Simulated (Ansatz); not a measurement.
The system is CaF2 (Fluorite).

```
CELL_PARAMETERS angstrom
0.00000 2.73100 2.73100
2.73100 0.00000 2.73100
2.73100 2.73100 0.00000
ATOMIC_POSITIONS crystal
Ca 0.00000 0.00000 0.00000
F 0.75000 0.75000 0.75000
F 0.25000 0.25000 0.25000
```

Program: Ansatz 0.2.0. Alike in all runs: potentials or basis Ansatz PAW; no spin polarisation; cell as given; k mesh 8 × 8 × 8; cutoff (eV) 420.

**Question.** Order these runs on this cell by their band gap on the k mesh, lowest first.
A. level PBEsol; smearing fermi-dirac 0.05 eV; points for each segment of the path 14
B. level LDA; smearing gaussian 0.05 eV
C. level revPBE; smearing gaussian 0.01 eV

**Answer.** B (6.93 eV), A (7.11 eV), C (7.59 eV).

A k mesh can miss the band edges.

Runs at the PBE level aren't shown here.
